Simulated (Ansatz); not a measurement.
# MgSi in Ansatz: the effect of functional

Crystal: MgSi.

```
Si Mg
1.0
     2.90839    0.00000    0.00000
     0.00000    2.90839    0.00000
     0.00000    0.00000    4.10343
Si Mg
1 1
Direct
  0.50000 0.50000 0.50000
  0.00000 0.00000 0.00000
```

The cell comes from a database or a generator and needn't be the stable form of this composition.

Alike in all runs:

```yaml
Program: Ansatz 0.2.0
Potentials_or_basis: Ansatz PAW
k_mesh: 5 × 5 × 4
Occupations: fermi-dirac, width 0.05 eV
Spin: no spin polarisation
```

```tsv
functional	cutoff	pressure (GPa)
LDA	420 eV (not typed: the program's choice for these potentials)	?
PBEsol	420 eV (not typed: the program's choice for these potentials)	-1.1
r2SCAN	500 eV (not typed: the program's choice for these potentials)	-0.8
HSE06	420 eV (not typed: the program's choice for these potentials)	-0.5
PBE0	420 eV (not typed: the program's choice for these potentials)	-0.6
r2SCAN0	500 eV (not typed: the program's choice for these potentials)	-1.0
```

Q: What does the run with functional LDA give?

A: Pressure -2.9 GPa.

Caveats: all runs use coarse meshes; the PAW data sets come from PBE, with cores solved anew for the run's functional, which leaves a small shift of forces and pressure; the thresholds are loose for stress (some runs).
